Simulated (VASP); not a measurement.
## GaS: relaxation of cell and atoms with LDA

The system is GaS.

```
Ga S
1.0
     3.53602    0.00000    0.00000
    -1.76801    3.06228    0.00000
     0.00000    0.00000   15.25629
Ga S
4 4
Direct
  0.33333 0.66667 0.17096
  0.66667 0.33333 0.67096
  0.33333 0.66667 0.32904
  0.66667 0.33333 0.82904
  0.33333 0.66667 0.60018
  0.66667 0.33333 0.10018
  0.33333 0.66667 0.89982
  0.66667 0.33333 0.39982
```

```
Program                : VASP 6.6.1
Task                   : relaxation of cell and atoms
Functional             : LDA
Potentials or basis    : VASP PAW LDA potentials, release 64 (Ga_d, S)
Cutoff                 : 600 eV
k mesh                 : 9 × 9 × 2
Occupations            : gaussian, width 0.03 eV
Spin                   : no spin polarisation
Further INCAR settings : ALGO = Normal; EDIFF = 1e-07; IBRION = 2; EDIFFG = -0.005; NSW = 90; ISIF = 3
```

```
Relaxed volume                         : 20.65 Å³/atom
Relaxed cell                           : a = 3.536 Å, b = 3.536 Å, c = 15.253 Å, α = 90.00°, β = 90.00°, γ = 120.00°
Space group after relaxing (to 0.05 Å) : P6_3/mmc (No. 194)
Energy gained by relaxing              : 0.0 meV/atom
Ionic steps                            : 3
Pressure after relaxing                : 0.0 GPa
Largest force after relaxing           : 0.004 eV/Å
Band gap on the k mesh                 : 1.40 eV, indirect (least direct gap 1.72 eV)
```

Forces on the atoms (eV/Å):
```
Ga   0.000  0.000 -0.004
Ga   0.000  0.000 -0.004
Ga   0.000  0.000  0.004
Ga   0.000  0.000  0.004
S    0.000  0.000 -0.003
S    0.000  0.000 -0.003
S    0.000  0.000  0.003
S    0.000  0.000  0.003
```

Final structure:
```
CELL_PARAMETERS angstrom
3.53619 0.00000 0.00000
-1.76810 3.06243 0.00000
0.00000 0.00000 15.25280
ATOMIC_POSITIONS crystal
Ga 0.33333 0.66667 0.17097
Ga 0.66667 0.33333 0.67097
Ga 0.33333 0.66667 0.32903
Ga 0.66667 0.33333 0.82903
S 0.33333 0.66667 0.60016
S 0.66667 0.33333 0.10016
S 0.33333 0.66667 0.89984
S 0.66667 0.33333 0.39984
```

Levels at points of the mesh, in eV from the valence-band top:
| k point | band 35 | band 36 | band 37 | band 38 | band 39 | band 40 | band 41 | band 42 |
| --- | --- | --- | --- | --- | --- | --- | --- | --- |
| (0.00, 0.00, 0.00) | -1.52 | -1.42 | -1.42 | 0.00 | 1.72 | 2.42 | 2.80 | 3.05 |
| (0.00, 0.00, 0.50) | -1.45 | -1.45 | -0.80 | -0.80 | 2.17 | 2.17 | 2.91 | 2.91 |

Run time: 2.9 min on 2 MPI ranks on Intel(R) Xeon(R) Platinum 8488C (Sapphire Rapids), with other jobs on the host, peak memory 0.33 GiB a rank.

Caveat: an odd mesh through Γ misses points on the zone boundary, where band edges often lie.
